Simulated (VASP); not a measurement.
# MgS (P6_3mc) in VASP: notebook

Runs on MgS. Level: PBE+D3(BJ). Tasks: single point, relaxation of cell and atoms.

Program: VASP 6.6.1. These are calculated values, not measurements. Logs are shortened: lines on timing, memory, paths and dates and some standing lists are left out, and cuts for length are marked.

### Step 1. The structure

Symmetry: P6_3mc, No. 186, hexagonal system. Conventional cell: a = 4.055 Å, b = 4.055 Å, c = 6.491 Å, α = 90.00°, β = 90.00°, γ = 120.00°. Mg (site symmetry 3m) has 4 S at 2.47 Å as nearest neighbours. S (site symmetry 3m) is surrounded by 4 Mg at 2.47 Å.

The cell comes from a database or a generator and needn't be the stable form of this composition.

### Step 2. Single point, PBE+D3(BJ) (relaxed again under DFT PBE+D3(BJ), scalar-relativistic, plane waves, PAW)

INCAR

```
SYSTEM = MgS
PREC = Accurate
ENCUT = 520
EDIFF = 1E-6
ISMEAR = 0
SIGMA = 0.02
LREAL = .FALSE.
LASPH = .TRUE.
NELM = 100
ALGO = Fast
ISIF = 2
LWAVE = .FALSE.
LCHARG = .FALSE.
GGA = PE
IVDW = 12
NBANDS = 16
```

KPOINTS

```
Automatic mesh
0
G
  6 6 4
  0 0 0
```

POSCAR

```
MgS
1.0
    4.0059464562      0.0000000000      0.0000000000
   -2.0029732281      3.4692513973      0.0000000000
    0.0000000000      0.0000000000      6.4028846563
Mg S
2 2
Direct
    0.6666666667      0.3333333333      0.4967923886
    0.3333333333      0.6666666667      0.9967923886
    0.3333333333      0.6666666667      0.3782066114
    0.6666666667      0.3333333333      0.8782066114
```

Potentials or basis: VASP PAW PBE potentials, release 64 (Mg, S).

The run is started by

```
$ cat potpaw_PBE.64/Mg/POTCAR potpaw_PBE.64/S/POTCAR > POTCAR
$ mpirun -np 1 vasp_std > vasp.out
```

OUTCAR:

```text
SYSTEM = MgS
   PREC = Accurate
   ENCUT = 520
   EDIFF = 1E-6
   ISMEAR = 0
   LREAL = .FALSE.
   LASPH = .TRUE.
   NELM = 100
   ISIF = 2
   GGA = PE
   IVDW = 12
 IVDW          = 12

 ion  position               nearest neighbor table
   1  0.667  0.333  0.497-   3 2.43   3 2.43   3 2.43   4 2.44
   2  0.333  0.667  0.997-   4 2.43   4 2.43   4 2.43   3 2.44
   3  0.333  0.667  0.378-   1 2.43   1 2.43   1 2.43   2 2.44
   4  0.667  0.333  0.878-   2 2.43   2 2.43   2 2.43   1 2.44

  LATTYP: Found a hexagonal cell.
 ALAT       =     4.0059464562
 C/A-ratio  =     1.5983450419

  Lattice vectors:

 A1 = (   4.0059464562,   0.0000000000,   0.0000000000)
 A2 = (  -2.0029732281,   3.4692513973,   0.0000000000)
 A3 = (   0.0000000000,   0.0000000000,   6.4028846563)

Analysis of symmetry for initial positions (statically):
=====================================================================
 Subroutine PRICEL returns:
 Original cell was already a primitive cell.

 Routine SETGRP: Setting up the symmetry group for a
 hexagonal supercell.

 Subroutine GETGRP returns: Found 12 space group operations
 (whereof  6 operations were pure point group operations)
 out of a pool of 24 trial point group operations.

The static configuration has the point symmetry C_3v.
 The point group associated with its full space group is C_6v.

Analysis of symmetry for dynamics (positions and initial velocities):
=====================================================================
 Subroutine PRICEL returns:
 Original cell was already a primitive cell.

 Routine SETGRP: Setting up the symmetry group for a
 hexagonal supercell.

 Subroutine GETGRP returns: Found 12 space group operations
 (whereof  6 operations were pure point group operations)
 out of a pool of 24 trial point group operations.

The dynamic configuration has the point symmetry C_3v.
 The point group associated with its full space group is C_6v.

 Subroutine INISYM returns: Found 12 space group operations
 (whereof  6 operations are pure point group operations),
 and found     1 'primitive' translations

----------------------------------------------------------------------------------------

                                     Primitive cell

  volume of cell :      88.9850

  direct lattice vectors                    reciprocal lattice vectors
     4.005946456  0.000000000  0.000000000     0.249628898  0.144123312  0.000000000
    -2.002973228  3.469251397  0.000000000     0.000000000  0.288246623  0.000000000
     0.000000000  0.000000000  6.402884656     0.000000000  0.000000000  0.156179606

  length of vectors
     4.005946456  4.005946456  6.402884656     0.288246623  0.288246623  0.156179606

  position of ions in fractional coordinates (direct lattice)
     0.666666667  0.333333333  0.496792389
     0.333333333  0.666666667  0.996792389
     0.333333333  0.666666667  0.378206611
     0.666666667  0.333333333  0.878206611

  ion indices of the primitive-cell ions
   primitive index   ion index
                 1           1
                 2           2
                 3           3
                 4           4

----------------------------------------------------------------------------------------

 KPOINTS: Automatic mesh

Automatic generation of k-mesh.
 Grid dimensions read from file:
 generate k-points for:    6    6    4

 Generating k-lattice:

  Cartesian coordinates                     Fractional coordinates (reciprocal lattice)
     0.041604816  0.024020552  0.000000000     0.166666667  0.000000000  0.000000000
     0.000000000  0.048041104  0.000000000     0.000000000  0.166666667  0.000000000
     0.000000000  0.000000000  0.039044901     0.000000000  0.000000000  0.250000000

  Length of vectors
     0.048041104  0.048041104  0.039044901

  Shift w.r.t. Gamma in fractional coordinates (k-lattice)
     0.000000000  0.000000000  0.000000000

 Subroutine IBZKPT returns following result:
 ===========================================

 Found     21 irreducible k-points:

 Following reciprocal coordinates:
            Coordinates               Weight
  0.000000  0.000000  0.000000      1.000000
  0.166667 -0.000000  0.000000      6.000000
  0.333333 -0.000000  0.000000      6.000000
  0.500000 -0.000000  0.000000      3.000000
  0.166667  0.166667  0.000000      6.000000
  0.333333  0.166667  0.000000     12.000000
[... 13 lines left out ...]
  0.333333  0.166667  0.500000     12.000000
  0.333333  0.333333  0.500000      2.000000
   k-points           NKPTS =     21   k-points in BZ     NKDIM =     21   number of bands    NBANDS=     16
   number of dos      NEDOS =    301   number of ions     NIONS =      4
   total plane-waves  NPLWV =  43200
   dimension x,y,z NGX =    30 NGY =   30 NGZ =   48
   dimension x,y,z NGXF=    60 NGYF=   60 NGZF=   96
   ions per type =               2   2
   NGX,Y,Z   is equivalent  to a cutoff of  12.45, 12.45, 12.46 a.u.
   NGXF,Y,Z  is equivalent  to a cutoff of  24.90, 24.90, 24.93 a.u.
 SYSTEM =  MgS
   PREC   = accura    normal or accurate (medium, high low for compatibility)
   ISTART =      0    job   : 0-new  1-cont  2-samecut
   ICHARG =      2    charge: 1-file 2-atom 10-const
   ISPIN  =      1    spin polarized calculation?
   LNONCOLLINEAR =      F non collinear calculations
   LSORBIT =      F    spin-orbit coupling
   LASPH  =      T    aspherical Exc in radial PAW
   ENCUT  =  520.0 eV  38.22 Ry    6.18 a.u.   7.45  7.45 11.91*2*pi/ulx,y,z
   NELM   =    100;   NELMIN=  2; NELMDL= -5     # of ELM steps
   EDIFF  = 0.1E-05   stopping-criterion for ELM
   LREAL  =      F    real-space projection
   EDIFFG = 0.1E-04   stopping-criterion for IOM
   NSW    =      0    number of steps for IOM
   IBRION =     -1    ionic relax: 0-MD 1-quasi-New 2-CG
   NFREE  =      0    steps in history (QN), initial steepest desc. (CG)
   ISIF   =      2    stress and relaxation
   ISYM   =      2    0-nonsym 1-usesym 2-fastsym
   POTIM  = 0.5000    time-step for ionic-motion
   TEBEG  =    0.0;   TEEND  =   0.0 temperature during run
   PSTRESS=    0.0 pullay stress
   NELECT =      16.0000    total number of electrons
   NUPDOWN=      -1.0000    fix difference up-down
   EMIN   =  10.00;   EMAX   =-10.00  energy-range for DOS
   EFERMI =   0.00;   METHOD = LEGACY
   ISMEAR =     0;   SIGMA  =   0.02  broadening in eV -4-tet -1-fermi 0-gaus
   EFERMI_NEDOS =   21; number of points for ismear=-14 and -15
   IALGO  =     68    algorithm
   IMIX   =      4    mixing-type and parameters
     AMIX     =   0.40;   BMIX     =  1.00
     AMIX_MAG =   1.60;   BMIX_MAG =  1.00
  volume/ion in A,a.u.               =      22.25       150.13
  Fermi-wavevector in a.u.,A,eV,Ry     =   0.924008  1.746123 11.616541  0.853792
  Thomas-Fermi vector in A             =   2.049707
   LORBIT       =      0    0 simple, 1 ext, 2 COOP (PROOUT), +10 PAW based schemes
   GGA     = PE    functional components
   LHFCALC =     F    Hartree Fock is set to
   AEXX    =    0.0000 exact exchange contribution
   IVDW    =    12    specifies the selected vdW correction
   LEPSILON=     F    determine dielectric tensor
   LRPA    =     F    only Hartree local field effects (RPA)
 non-spin polarized calculation
 RMM-DIIS sequential band-by-band and
 Gauss-broadening in eV      SIGMA  =   0.02
  energy-cutoff  :      520.00
  volume of cell :       88.98
 maximum number of plane-waves:      2436
 NGX is ok and might be reduce to    30
   NGX = 15   NGY = 15   NGZ = 23

 number of electron      16.0000003 magnetization

 Free energy of the ion-electron system (eV)
  ---------------------------------------------------
  ext. energy  EPLUGINS =         0.00000000
  ---------------------------------------------------
  free energy    TOTEN  =       -16.95959220 eV

  energy without entropy =      -16.95959220  energy(sigma->0) =      -16.95959220

 E-fermi :   1.4463     XC(G=0):  -8.4558

 val. band max:        1.2948460486   @ k =   0.0000   0.0000   0.0000
 cond. band min:       4.8467410572   @ k =   0.0000   0.0000   0.0000
 fundamental gap:      3.5518950087
 Fermi energy:         1.4463033836

 k-point     1 :       0.0000    0.0000    0.0000
  band No.  band energies     occupation
      1     -10.1575      2.00000
      2      -9.4015      2.00000
      3      -1.9800      2.00000
      4       0.7419      2.00000
      5       0.7419      2.00000
      6       1.1647      2.00000
[... 8 lines left out ...]
     15       9.8743      0.00000
     16      10.5453      0.00000

 k-point     2 :       0.1667   -0.0000    0.0000
  band No.  band energies     occupation
      1     -10.0197      2.00000
      2      -9.3350      2.00000
      3      -1.7632      2.00000
      4      -0.0341      2.00000
      5       0.3711      2.00000
      6       0.5316      2.00000
[... 8 lines left out ...]
     15      10.0308      0.00000
     16      10.0649      0.00000

 k-point     3 :       0.3333   -0.0000    0.0000
  band No.  band energies     occupation
      1      -9.6912      2.00000
      2      -9.2235      2.00000
      3      -1.3307      2.00000
      4      -1.0790      2.00000
      5      -0.6974      2.00000
      6       0.1989      2.00000
[... 8 lines left out ...]
     15      10.0273      0.00000
     16      11.5574      0.00000

 k-point     4 :       0.5000   -0.0000    0.0000
  band No.  band energies     occupation
      1      -9.4637      2.00000
      2      -9.2125      2.00000
      3      -1.7493      2.00000
      4      -1.1696      2.00000
      5      -0.6144      2.00000
      6       0.0574      2.00000
[... 8 lines left out ...]
     15      10.4261      0.00000
     16      12.5302      0.00000

 k-point     5 :       0.1667    0.1667    0.0000
  band No.  band energies     occupation
      1      -9.7840      2.00000
      2      -9.2455      2.00000
      3      -1.3733      2.00000
      4      -0.6513      2.00000
      5      -0.6476      2.00000
      6       0.2426      2.00000
[... 8 lines left out ...]
     15      10.3510      0.00000
     16      10.5996      0.00000

 k-point     6 :       0.3333    0.1667    0.0000
  band No.  band energies     occupation
      1      -9.4747      2.00000
      2      -9.2040      2.00000
      3      -1.4721      2.00000
      4      -1.0472      2.00000
      5      -0.6460      2.00000
      6      -0.3167      2.00000
[... 8 lines left out ...]
     15      10.2447      0.00000
     16      11.7663      0.00000
[... 210 lines left out ...]
 k-point    18 :       0.5000   -0.0000    0.5000
  band No.  band energies     occupation
      1      -9.3351      2.00000
      2      -9.3351      2.00000
      3      -1.8532      2.00000
      4      -1.8532      2.00000
      5       0.4126      2.00000
      6       0.4126      2.00000
[... 8 lines left out ...]
     15      10.8581      0.00000
     16      10.8581      0.00000

 k-point    19 :       0.1667    0.1667    0.5000
  band No.  band energies     occupation
      1      -9.5276      2.00000
      2      -9.5276      2.00000
      3      -1.1888      2.00000
      4      -1.1888      2.00000
      5       0.2614      2.00000
      6       0.2614      2.00000
[... 8 lines left out ...]
     15      10.2770      0.00000
     16      10.2770      0.00000

 k-point    20 :       0.3333    0.1667    0.5000
  band No.  band energies     occupation
      1      -9.3373      2.00000
      2      -9.3373      2.00000
      3      -1.6476      2.00000
      4      -1.6476      2.00000
      5      -0.1521      2.00000
      6      -0.1521      2.00000
[... 8 lines left out ...]
     15      10.7759      0.00000
     16      10.7759      0.00000

 k-point    21 :       0.3333    0.3333    0.5000
  band No.  band energies     occupation
      1      -9.2717      2.00000
      2      -9.2717      2.00000
      3      -1.5299      2.00000
      4      -1.5299      2.00000
      5      -0.7227      2.00000
      6      -0.7227      2.00000
[... 8 lines left out ...]
     15      10.6539      0.00000
     16      10.6539      0.00000

------------------------ aborting loop because EDIFF is reached ----------------------------------------

 Edisp (eV)   -1.10435

 E8    (eV) :    -0.4435

  FORCE on cell =-STRESS in cart. coord.  units (eV):
  Direction    XX          YY          ZZ          XY          YZ          ZX
  --------------------------------------------------------------------------------------
  -------------------------------------------------------------------------------------
  Total      -0.06529    -0.06529    -0.05754     0.00000    -0.00000    -0.00000
  in kB      -1.17554    -1.17554    -1.03602     0.00000    -0.00000    -0.00000
  external pressure =       -1.13 kB  Pullay stress =        0.00 kB

 VOLUME and BASIS-vectors are now :
 -----------------------------------------------------------------------------
  energy-cutoff  :      520.00
  volume of cell :       88.98
      direct lattice vectors                 reciprocal lattice vectors
     4.005946456  0.000000000  0.000000000     0.249628898  0.144123312  0.000000000
    -2.002973228  3.469251397  0.000000000     0.000000000  0.288246623  0.000000000
     0.000000000  0.000000000  6.402884656     0.000000000  0.000000000  0.156179606

 POSITION                                       TOTAL-FORCE (eV/Angst)
 -----------------------------------------------------------------------------------
      2.00297      1.15642      3.18090        -0.000000      0.000000     -0.001254
     -0.00000      2.31283      6.38235         0.000000     -0.000000     -0.001254
     -0.00000      2.31283      2.42161        -0.000000      0.000000      0.001254
      2.00297      1.15642      5.62306         0.000000     -0.000000      0.001254
 -----------------------------------------------------------------------------------
    total drift:                               -0.000000      0.000000      0.000430

  FREE ENERGIE OF THE ION-ELECTRON SYSTEM (eV)
  ---------------------------------------------------
  free  energy   TOTEN  =       -18.0639386910 eV

  energy  without entropy=      -18.0639386910  energy(sigma->0) =      -18.06393869
```

Run time: 36 s. Hardware: 1 thread of AMD EPYC 7R43 (Zen 3), shared host; peak memory 0.17 GiB.

What came out:

```
Free energy                : -18.0639 eV
Pressure                   : -0.1 GPa
Band gap on the k mesh     : 3.55 eV, direct
Dispersion energy per atom : -0.276 eV
```

Levels at points of the mesh, in eV from the valence-band top:
```tsv
k point	band 5	band 6	band 7	band 8	band 9	band 10	band 11	band 12
(0.00, 0.00, 0.00)	-0.55	-0.13	-0.13	0.00	3.55	4.77	7.55	7.55
(0.50, 0.00, 0.00)	-1.91	-1.24	-0.95	-0.45	4.76	5.23	5.88	7.53
(0.00, 0.00, 0.50)	-0.35	-0.35	-0.35	-0.35	5.02	5.02	7.69	7.69
(0.50, 0.00, 0.50)	-0.88	-0.88	-0.81	-0.81	4.68	4.68	6.34	6.34
```

### Step 3. Relaxation of cell and atoms, PBE+D3(BJ)

INCAR

```
SYSTEM = MgS
PREC = Accurate
ENCUT = 600
EDIFF = 1E-6
ISMEAR = 0
SIGMA = 0.02
LREAL = .FALSE.
LASPH = .TRUE.
NELM = 80
ALGO = Normal
ISIF = 3
LWAVE = .FALSE.
LCHARG = .FALSE.
GGA = PE
IVDW = 12
IBRION = 2
NSW = 70
EDIFFG = -0.005
```

KPOINTS is that of step 2.

POSCAR

```
MgS
1.0
    4.0546560487      0.0000000000      0.0000000000
   -2.0273280244      3.5114351418      0.0000000000
    0.0000000000      0.0000000000      6.4907642878
Mg S
2 2
Direct
    0.6666666667      0.3333333333      0.4970164499
    0.3333333333      0.6666666667      0.9970164499
    0.3333333333      0.6666666667      0.3779825501
    0.6666666667      0.3333333333      0.8779825501
```

Potentials or basis: VASP PAW PBE potentials, release 64 (Mg, S).

The run is started by

```
$ cat potpaw_PBE.64/Mg/POTCAR potpaw_PBE.64/S/POTCAR > POTCAR
$ mpirun -np 1 vasp_std > vasp.out
```

It took 87 s on 1 thread of AMD EPYC 7R43 (Zen 3), shared host; peak memory 0.2 GiB.

It converged, with:

| Quantity | Value |
| --- | --- |
| Free energy | -18.0649 eV |
| Relaxed volume | 22.22 Å³/atom |
| Relaxed cell | a = 4.002 Å, b = 4.002 Å, c = 6.406 Å, α = 90.00°, β = 90.00°, γ = 120.00° |
| Space group after relaxing (to 0.05 Å) | P6_3mc (No. 186) |
| Energy gained by relaxing | 6.3 meV/atom |
| Ionic steps | 5 |
| Pressure after relaxing | 0.0 GPa |
| Largest force after relaxing | 0.004 eV/Å |
| Band gap on the k mesh | 3.57 eV, direct |
| Dispersion energy per atom | -0.277 eV |

Forces on the atoms (eV/Å):
```
Mg   0.000  0.000 -0.004
Mg   0.000  0.000 -0.004
S    0.000  0.000  0.004
S    0.000  0.000  0.004
```

Step by step:
| step | energy change (eV) | largest force (eV/Å) | pressure (GPa) | volume (Å³) |
| --- | --- | --- | --- | --- |
| 1 | 0.0000 | 0.0028 | -2.19 | 92.41 |
| 2 | -0.0244 | 0.0042 | 0.44 | 88.25 |
| 3 | -0.0252 | 0.0031 | -0.01 | 88.86 |
| 4 | -0.0252 | 0.0033 | 0.04 | 88.79 |
| 5 | -0.0252 | 0.0043 | -0.01 | 88.87 |

Final structure:
```yaml
crystal:
  lattice:
    - [4.00215, 0.00000, 0.00000]
    - [-2.00107, 3.46596, 0.00000]
    - [0.00000, 0.00000, 6.40641]
  atoms:
    - { symbol: Mg, position: [0.66667, 0.33333, 0.49701] }
    - { symbol: Mg, position: [0.33333, 0.66667, 0.99701] }
    - { symbol: S, position: [0.33333, 0.66667, 0.37799] }
    - { symbol: S, position: [0.66667, 0.33333, 0.87799] }
```

Levels at points of the mesh, in eV from the valence-band top:
```csv
k point,band 6,band 7,band 8,band 9,band 10,band 11
"(0.00, 0.00, 0.00)",-0.12,-0.12,0.00,3.57,4.79,7.57
"(0.50, 0.00, 0.00)",-1.23,-0.94,-0.44,4.78,5.23,5.89
"(0.00, 0.00, 0.50)",-0.34,-0.34,-0.34,5.04,5.04,7.70
"(0.50, 0.00, 0.50)",-0.87,-0.81,-0.81,4.69,4.69,6.35
```

PBE gaps usually lie below the measured ones, often by a third to a half.
